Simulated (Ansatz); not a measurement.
# BaS (Fm-3m): a band-gap study from PBE to G0W0 at the band limit

Wanted: the gap of BaS (Fm-3m) by functionals, hybrids and G0W0, carried to the basis limit, with what remains uncertain.

Calculated with Ansatz 0.2.0; density functionals, hybrids, G0W0, plane waves, PAW.

Most raw output is cut from this account.

In doubt: masses and optical values from hybrid runs of this build are listed as unsure (step 13), which bears on the screening that GW takes from such a start.

### Step 1. The starting structure

Symmetry: Fm-3m, No. 225, cubic system. The conventional cell has a = 6.388 Å, b = 6.388 Å, c = 6.388 Å, α = 90.00°, β = 90.00°, γ = 90.00°. Nearest to Ba lie 6 S at 3.19 Å. Nearest to S lie 6 Ba at 3.19 Å. Farther neighbours and most contacts between anions are not listed.

As a file:

```cif
data_structure
_symmetry_space_group_name_H-M 'P 1'
_symmetry_Int_Tables_number 1
_cell_length_a 4.5166
_cell_length_b 4.5166
_cell_length_c 4.5166
_cell_angle_alpha 60.000
_cell_angle_beta 60.000
_cell_angle_gamma 60.000
_cell_volume 65.15
loop_
_atom_site_label
_atom_site_type_symbol
_atom_site_fract_x
_atom_site_fract_y
_atom_site_fract_z
_atom_site_occupancy
Ba1 Ba 0.00000 0.00000 0.00000 1
S2 S 0.50000 0.50000 0.50000 1
```

The cell and positions come from the Crystallography Open Database and are kept as given unless a step says otherwise. Spin-orbit coupling is left out unless a step names it.

### Step 2. PBE bands

Levels along a band path, at the cheap level, show where the edges lie and whether the meshes to come will hold them.

This step: DFT, PBE, plane waves, PAW; PAW set soft_1.

input.yaml reads:

```yaml
crystal:
  lattice:
    - [0.0, 3.19375, 3.19375]
    - [3.19375, 0.0, 3.19375]
    - [3.19375, 3.19375, 0.0]
  atoms:
    - { symbol: Ba, position: [0.0, 0.0, 0.0] }
    - { symbol: S, position: [0.5, 0.5, 0.5] }
kpoints:
  mp_grid: { grid: [6, 6, 6] }
  band_path:
    path:
      - [[0.0, 0.0, 0.0], [0.5, 0.0, 0.5], [0.625, 0.25, 0.625]]
      - [[0.375, 0.375, 0.75], [0.0, 0.0, 0.0], [0.5, 0.5, 0.5], [0.5, 0.25, 0.75], [0.5, 0.0, 0.5]]
    npoints: 10
hamiltonian:
  xc: pbe
  pseudopotentials: { kind: paw, azcp: { folder: soft_1 } }
scf:
  occupations: { method: fermi_dirac, width: 0.02 }
  n_extra_bands: 4
output:
  eigenvalues: true
```

Started as:

```bash
$ ansatz run input.yaml --threads 24 --pin off --max-ram 82944MiB --backend cuda --events-out ev --progress --plain --runs-dir out --devices 1 --max-vram 78GiB
```

Wall time 1.5 s (1 × NVIDIA GB200 (shared by 2 runs) with 24 threads of Arm Neoverse V2, shared host); peak memory 0.95 GiB; 1.8 s of CPU time.

Numbers from this step:

- filled bands: 8
- gap: 2.206 eV
- valence top at: Γ
- conduction bottom at: X
- least direct gap: 2.311 eV

The gap is indirect, with the least direct gap 0.10 eV higher.

The electronic bands at the labelled points (eV, zero at the top of the highest nominally filled band; v1 is the highest filled band, c1 the lowest empty one):

```tsv
point	v4	v3	v2	v1	c1	c2	c3	c4
Γ	-10.29	0.00	0.00	0.00	3.69	3.97	3.97	3.97
halfway	-9.68	-1.22	-0.14	-0.14	2.88	4.78	5.37	5.75
X	-10.20	-0.45	-0.10	-0.10	2.21	6.03	6.12	7.60
halfway	-10.02	-0.45	-0.37	-0.25	2.53	6.37	6.42	6.82
U	-9.69	-0.88	-0.55	-0.47	3.34	5.92	6.67	6.75
jump to K	-9.69	-0.88	-0.55	-0.47	3.34	5.92	6.67	6.75
halfway	-9.41	-1.34	-0.83	-0.29	4.08	4.76	5.07	5.93
Γ	-10.29	0.00	0.00	0.00	3.69	3.97	3.97	3.97
halfway	-9.50	-1.09	-0.58	-0.58	4.13	4.81	4.81	5.47
L	-9.04	-1.85	-1.01	-1.01	5.55	5.64	6.41	6.41
halfway	-9.34	-1.41	-0.79	-0.71	4.69	4.89	6.70	6.91
W	-9.64	-1.06	-0.42	-0.42	4.30	4.30	6.37	6.92
halfway	-9.89	-0.62	-0.46	-0.26	2.83	6.12	6.19	6.95
X	-10.20	-0.45	-0.10	-0.10	2.21	6.03	6.12	7.60
```

### Step 3. LDA

A second semilocal functional shows how much of the gap hangs on that choice alone.

This step: DFT, LDA, plane waves, PAW; PAW set soft_1.

input.yaml, the sections that differ from step 2:

```yaml
kpoints:
  mp_grid: { grid: [6, 6, 6] }
  band_path:
    path:
      - [0.0, 0.0, 0.0]
      - [0.5, 0.0, 0.5]
      - [0.625, 0.25, 0.625]
      - [0.375, 0.375, 0.75]
      - [0.5, 0.5, 0.5]
      - [0.5, 0.25, 0.75]
    npoints: 1
hamiltonian:
  xc: lda
  pseudopotentials: { kind: paw, azcp: { folder: soft_1 }, xc_functional: pbe }
scf:
  occupations: { method: fixed }
  n_extra_bands: 4
# crystal, output: as in step 2
```

It took 1.3 s on 1 × NVIDIA GB200 (shared by 2 runs) with 24 threads; peak memory 0.92 GiB.

Numbers from this step:

| Quantity | Value |
| --- | --- |
| gap | 2.007 eV |
| valence top at | Γ |
| conduction bottom at | X |
| least direct gap | 2.116 eV |

The gap stands −0.20 eV against PBE.

### Step 4. PBE+SOC

Spin-orbit coupling can split or shift the edges; a non-collinear run measures by how much.

This step: DFT, PBE with spin-orbit coupling, plane waves, PAW; PAW set soft_1.

input.yaml, the sections that differ from step 3:

```yaml
hamiltonian:
  xc: pbe
  pseudopotentials: { kind: paw_fr, azcp: { folder: soft_1 } }
scf:
  occupations: { method: fixed }
  n_extra_bands: 8
magnetization:
  noncollinear: true
  spin_orbit: true
# crystal, kpoints, output: as in step 3
```

Wall time 1.4 s (1 × NVIDIA GB200 (shared by 2 runs) with 24 threads); peak memory 1.1 GiB; 4 s of CPU time.

Numbers from this step:

| Quantity | Value |
| --- | --- |
| gap | 2.161 eV |
| valence top at | Γ |
| conduction bottom at | X |
| least direct gap | 2.230 eV |

The gap stands −0.04 eV against PBE.

### Step 5. r2SCAN

r2SCAN sits between gradient functionals and hybrids in what it does to gaps, at little more than semilocal cost.

This step: DFT, r2SCAN, plane waves, PAW; PAW set soft_1.

input.yaml, the sections that differ from step 4:

```yaml
hamiltonian:
  xc: r2scan
  pseudopotentials: { kind: paw, azcp: { folder: soft_1 } }
scf:
  occupations: { method: fixed }
  n_extra_bands: 4
# crystal, kpoints, output: as in step 4
# magnetization: removed
```

The job ended after 1.9 s (1 × NVIDIA GB200 (shared by 2 runs) with 24 threads; peak memory 1 GiB; 2.2 s of CPU time).

This step gave:

```
gap                  : 2.554 eV
valence top at       : Γ
conduction bottom at : X
least direct gap     : 2.657 eV
```

The gap stands +0.35 eV against PBE.

### Step 6. HSE06

The screened hybrid is the usual rung above semilocal functionals: a quarter of exact exchange, cut off beyond a few ångström.

This step: DFT, HSE06, plane waves, PAW; PAW set soft_1.

Edit input.yaml of step 5 so:

```diff
@@ -9,3 +9,3 @@
 kpoints:
-  mp_grid: { grid: [6, 6, 6] }
+  mp_grid: { grid: [4, 4, 4] }
   band_path:
@@ -20,3 +20,3 @@
 hamiltonian:
-  xc: r2scan
+  xc: hse06
   pseudopotentials: { kind: paw, azcp: { folder: soft_1 } }
```

Elapsed: 2.9 s, on 1 × NVIDIA GB200 (shared by 2 runs) with 24 threads; peak memory 1.2 GiB.

Numbers from this step:

```yaml
gap: 3.114 eV
valence_top_at: Γ
conduction_bottom_at: X
least_direct_gap: 3.243 eV
```

The gap stands +0.91 eV against PBE.

### Step 7. PBE0

PBE0 differs from HSE06 by long-range exchange, so the pair shows what that tail is worth.

This step: DFT, PBE0, plane waves, PAW; PAW set soft_1.

Edit input.yaml of step 6 so:

```diff
@@ -20,3 +20,3 @@
 hamiltonian:
-  xc: hse06
+  xc: pbe0
   pseudopotentials: { kind: paw, azcp: { folder: soft_1 } }
```

Wall time 4.1 s (1 × NVIDIA GB200 (shared by 2 runs) with 24 threads); peak memory 1.1 GiB.

Numbers from this step:

| Item | Value |
| --- | --- |
| gap | 3.810 eV |
| valence top at | Γ |
| conduction bottom at | X |
| least direct gap | 3.946 eV |

The gap stands +1.60 eV against PBE.

### Step 8. DDH-PBE0

Here the share of exact exchange is set once to one over ε∞ of the semilocal ground state, the screening that GW applies at long range.

This step: DFT, dielectric-dependent PBE0 (fraction 1/eps_inf of PBE), plane waves, PAW; PAW set soft_1.

Edit input.yaml of step 7 so:

```diff
@@ -8,2 +8,3 @@
     - { symbol: S, position: [0.5, 0.5, 0.5] }
+  host: atoms
 kpoints:
@@ -20,3 +21,6 @@
 hamiltonian:
-  xc: pbe0
+  xc:
+    exchange: pbe
+    correlation: pbe
+    exx: { coeff: inverse_dielectric }
   pseudopotentials: { kind: paw, azcp: { folder: soft_1 } }
```

Run time: 6.3 s. Hardware: 1 × NVIDIA GB200 (shared by 2 runs) with 24 threads; peak memory 1.2 GiB.

Numbers from this step:

| Item | Value |
| --- | --- |
| gap | 3.540 eV |
| valence top at | Γ |
| conduction bottom at | X |
| least direct gap | 3.671 eV |
| exact-exchange fraction | 0.2089 |

The gap stands +1.33 eV against PBE; the share of exchange is 0.209, one over an ε∞ of 4.8.

### Step 9. Dielectric tensor

The response to a uniform field gives ε∞, a yardstick for the screening that GW builds on its mesh.

This step: dielectric response by perturbation theory, PBE, plane waves, PAW; PAW set soft_1.

input.yaml reads:

```yaml
crystal:
  lattice:
    - [0.0, 3.19375, 3.19375]
    - [3.19375, 0.0, 3.19375]
    - [3.19375, 3.19375, 0.0]
  atoms:
    - { symbol: Ba, position: [0.0, 0.0, 0.0] }
    - { symbol: S, position: [0.5, 0.5, 0.5] }
kpoints:
  mp_grid: { grid: [6, 6, 6] }
hamiltonian:
  xc: pbe
  pseudopotentials: { kind: paw, azcp: { folder: soft_1 } }
scf:
  occupations: { method: fixed }
dielectric: {}
```

Run time: 3.1 s. Hardware: 1 × NVIDIA GB200 (shared by 2 runs) with 24 threads; peak memory 1.1 GiB.

Numbers from this step:

- stated error of ε∞: 0.014

One over ε∞ averages 0.21, somewhat under the quarter of exact exchange in PBE0.

High-frequency dielectric tensor:

```
4.79 0.00 0.00
0.00 4.79 0.00
0.00 0.00 4.79
```

### Step 10. G0W0, 4×4×4 mesh, 68 empty bands, screening to 60 eV, PAW set soft_1 files

G0W0 replaces the xc potential by the self-energy, built once from these orbitals. Only a window of levels is corrected, while the sums run over the empty bands that the input names. This step takes PAW set soft_1 files.

This step: G0W0 on PBE, plane waves, PAW; PAW set soft_1.

input.yaml, the sections that differ from step 9:

```yaml
kpoints:
  mp_grid: { grid: [4, 4, 4] }
gw:
  n_empty_bands: 68
  ecut_chi: 60
  qp_bands: [v2, c2]
  qp_kpoints: band_edges
  screening: { model: contour_deformation }
# crystal, hamiltonian, scf: as in step 9
# dielectric: removed
```

Run time: 1.6 s. Hardware: 1 × NVIDIA GB200 (shared by 2 runs) with 24 threads; peak memory 1.2 GiB.

Numbers from this step:

| Property | Result |
| --- | --- |
| bands summed | 76 |
| RPA ε∞ on this mesh (eigenvalues) | 4.661, 4.661, 4.661 |
| plane waves in the screening matrix | 65 |
| G0W0 gap on the mesh | 3.233 eV |
| k of the valence top | 0, 0, 0 |
| k of the conduction bottom | 0, -0.5, -0.5 |
| starting gap on the mesh | 2.202 eV |
| least direct G0W0 gap on the computed points | 3.368 eV |

The gap on the mesh goes from 2.20 eV to 3.23 eV, a correction of +1.03 eV. Between the two edge states, bare exchange in place of the xc potential would open the gap by 6.91 eV, and correlation takes back 5.88 eV.

### Step 11. G0W0, 4×4×4 mesh, 194 empty bands, screening to 120 eV, PAW set soft_1 files

Another rung: the empty bands reach about as high as the screening cutoff, so the two stay in balance.

Edit input.yaml of step 10 so:

```diff
@@ -16,4 +16,4 @@
 gw:
-  n_empty_bands: 68
-  ecut_chi: 60
+  n_empty_bands: 194
+  ecut_chi: 120
   qp_bands: [v2, c2]
```

The job ended after 2.2 s (1 × NVIDIA GB200 (shared by 2 runs) with 24 threads; peak memory 1.2 GiB).

Numbers from this step:

| Property | Result |
| --- | --- |
| bands summed | 202 |
| RPA ε∞ on this mesh (eigenvalues) | 4.646, 4.646, 4.646 |
| plane waves in the screening matrix | 181 |
| G0W0 gap on the mesh | 3.408 eV |
| k of the valence top | 0, 0, 0 |
| k of the conduction bottom | 0, -0.5, -0.5 |
| starting gap on the mesh | 2.202 eV |
| least direct G0W0 gap on the computed points | 3.538 eV |

Against the run with 4×4×4 mesh, 68 empty bands, screening to 60 eV, PAW set soft_1 files, the gap moves by +0.17 eV.

### Step 12. G0W0, 4×4×4 mesh, 418 empty bands, screening to 200 eV, PAW set soft_1 files

Edit input.yaml of step 11 so:

```diff
@@ -16,4 +16,4 @@
 gw:
-  n_empty_bands: 194
-  ecut_chi: 120
+  n_empty_bands: 418
+  ecut_chi: 200.0
   qp_bands: [v2, c2]
```

The job ended after 2.6 s (1 × NVIDIA GB200 (shared by 2 runs) with 24 threads; peak memory 1.5 GiB).

Numbers from this step:

```
bands summed                                 : 426
RPA ε∞ on this mesh (eigenvalues)            : 4.644, 4.644, 4.644
plane waves in the screening matrix          : 411
q-points in the mesh                         : 64
G0W0 gap on the mesh                         : 3.516 eV
k of the valence top                         : 0, 0, 0
k of the conduction bottom                   : 0, -0.5, -0.5
starting gap on the mesh                     : 2.202 eV
Z at the valence top                         : 0.7505
Z at the conduction bottom                   : 0.8079
least direct G0W0 gap on the computed points : 3.644 eV
```

Against the run with 4×4×4 mesh, 194 empty bands, screening to 120 eV, PAW set soft_1 files, the gap moves by +0.11 eV.

Limits: finite bands, cutoff and mesh; no spin-orbit coupling. v1 is the top filled band, c1 the lowest empty one. The levels before and after the correction (eV, zero at the valence-band top of each column):

```tsv
	conduction bottom	valence top
Kohn-Sham	2.20	0.00
G0W0	3.52	0.00
```

```tsv
	level	occupation	energy (eV)
Kohn-Sham	Γ v2-v1	2	0.000
Kohn-Sham	Γ c1	0	3.687
Kohn-Sham	Γ c2	0	3.962
Kohn-Sham	(0 -0.5 -0.5) v2-v1	2	-0.105
Kohn-Sham	(0 -0.5 -0.5) c1	0	2.202
Kohn-Sham	(0 -0.5 -0.5) c2	0	6.021
G0W0	Γ v2-v1	2	0.000
G0W0	Γ c1	0	4.921
G0W0	Γ c2	0	5.476
G0W0	(0 -0.5 -0.5) v2-v1	2	-0.129
G0W0	(0 -0.5 -0.5) c1	0	3.516
G0W0	(0 -0.5 -0.5) c2	0	7.806
```

The parts of the quasiparticle energy at the two band edges (eV; QP = start + Σx + Σc − Vxc):

```tsv
run	edge	start	Σx	Σc	Vxc	Z	QP
76 bands	valence top	5.81	-17.60	2.47	-14.57	0.76	5.24
76 bands	conduction bottom	8.01	-4.78	-3.41	-8.65	0.81	8.48
202 bands	valence top	5.81	-17.60	2.14	-14.57	0.75	4.91
202 bands	conduction bottom	8.01	-4.78	-3.57	-8.65	0.81	8.32
426 bands	valence top	5.81	-17.60	1.98	-14.57	0.75	4.75
426 bands	conduction bottom	8.01	-4.78	-3.62	-8.65	0.81	8.27
```

### Step 13. G0W0@HSE06, 4×4×4 mesh, 194 empty bands, screening to 120 eV, PAW set soft_1 files

The same correction from a different start measures what one shot leaves open. Bands and cutoff differ from the step before, so it is read against an earlier run that matches them.

This step: G0W0 on HSE06, plane waves, PAW; PAW set soft_1.

Edit input.yaml of step 12 so:

```diff
@@ -11,3 +11,3 @@
 hamiltonian:
-  xc: pbe
+  xc: hse06
   pseudopotentials: { kind: paw, azcp: { folder: soft_1 } }
@@ -16,4 +16,4 @@
 gw:
-  n_empty_bands: 418
-  ecut_chi: 200.0
+  n_empty_bands: 194
+  ecut_chi: 120
   qp_bands: [v2, c2]
```

Elapsed: 6.2 s, on 1 × NVIDIA GB200 (shared by 2 runs) with 24 threads; peak memory 1.3 GiB; 19 s of CPU time.

This step gave:

```
bands summed                                 : 202
RPA ε∞ on this mesh (eigenvalues)            : 3.778, 3.778, 3.778
plane waves in the screening matrix          : 181
G0W0 gap on the mesh                         : 3.874 eV
k of the valence top                         : 0, 0, 0
k of the conduction bottom                   : 0, -0.5, -0.5
starting gap on the mesh                     : 3.114 eV
least direct G0W0 gap on the computed points : 4.011 eV
```

Against the run with 4×4×4 mesh, 194 empty bands, screening to 120 eV, PAW set soft_1 files on PBE, the gap moves by +0.47 eV, while the start moved by +0.91 eV.

(Part 1 of 2 ends here.)

[Paths, hosts, dates, memory and timing lines, banners, echoed tables and standing remarks are left out of the program output.]

[Logs are printed without paths, hosts, clocks, repeated set-up lines and the standing remarks that a program may print on its own settings, such as how far it seeks lower states.]

[Runs of the session that timed out or met a known fault of the program may be left out.]

[Cells called generated may have been cut or substituted from an entry of the Crystallography Open Database or the Materials Project.]

[Hosts, paths, dates, database ids (printed as entryN), source tags and the programs' standing remarks are cut or masked in the printed files.]
